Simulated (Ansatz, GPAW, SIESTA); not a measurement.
**Bi2Te2Se: programs and potentials compared**

```xyz
5
Lattice="2.1610 1.2476 10.5856 -2.1610 1.2476 10.5856 0.0000 -2.4953 10.5856" Properties=species:S:1:pos:R:3 pbc="T T T"
Bi    0.0180    0.0232   12.4398
Bi    0.0157    0.0291   19.2755
Te    0.0077   -0.0170   24.8027
Te   -0.0250   -0.0080    6.9533
Se   -0.0112   -0.0271    0.0267
```

The cell is a database's computed one, not the measured one.

Atoms were shifted at random by some hundredths of an Å from the given cell, which wasn't relaxed again for these runs.

Alike in all runs: task single point; functional PBEsol; k mesh 7 × 7 × 7; occupations fermi-dirac, width 0.05 eV; no spin polarisation; no spin-orbit coupling. Pressure is positive in compression and, in plane waves, holds the error of the finite cutoff, which Ansatz's Pulay term estimates and takes out.

```
                                                                                      program and potentials  plane-wave cutoff (eV)                                                                                                                              notes  pressure (GPa)  largest force (eV/Å)  energy over the undisturbed cell (meV/atom)
                                                                                          Ansatz, Ansatz PAW                     420  potentials made for PBE, which Ansatz adapts in part; 15.6 valence electrons an atom on average; Pulay term of +0.02 GPa included           -1.58                 0.326                                         3.30
                                                           GPAW, PAW data sets generated for this functional                     600                                                                                           9.6 valence electrons an atom on average           -1.72                 0.316                                            -
SIESTA, files PseudoDojo sr-pbesol-0.4.1-standard, DZP (energy shift 0.003 Ry; two zetas on semicore shells)                       -                                                                            atomic basis; 15.6 valence electrons an atom on average           -0.57                 0.551                                         3.43
                                                              Ansatz, all-electron LAPW, scalar-relativistic                       -                                                                                                                                  -           -1.57                 0.327                                            -
```

Force on atom 2 (Bi), eV/Å:

| program and potentials | x | y | z |
| --- | --- | --- | --- |
| Ansatz, Ansatz PAW | -0.103 | -0.077 | 0.300 |
| GPAW, PAW data sets generated for this functional | -0.101 | -0.075 | 0.290 |
| SIESTA, files PseudoDojo sr-pbesol-0.4.1-standard, DZP (energy shift 0.003 Ry; two zetas on semicore shells) | -0.134 | -0.116 | 0.521 |
| Ansatz, all-electron LAPW, scalar-relativistic | -0.103 | -0.076 | 0.301 |

The pressure spans -1.72 (GPAW, PAW data sets generated for this functional) to -0.57 GPa (SIESTA, files PseudoDojo sr-pbesol-0.4.1-standard, DZP (energy shift 0.003 Ry; two zetas on semicore shells)), with all-electron results at -1.57. Rows in atomic bases carry the error of their basis and grid, which can be large.

Differences between rows come from potentials, basis sets and numerical settings, since the functional is the same but for its coding. Runs on potential files found faulty are left out.
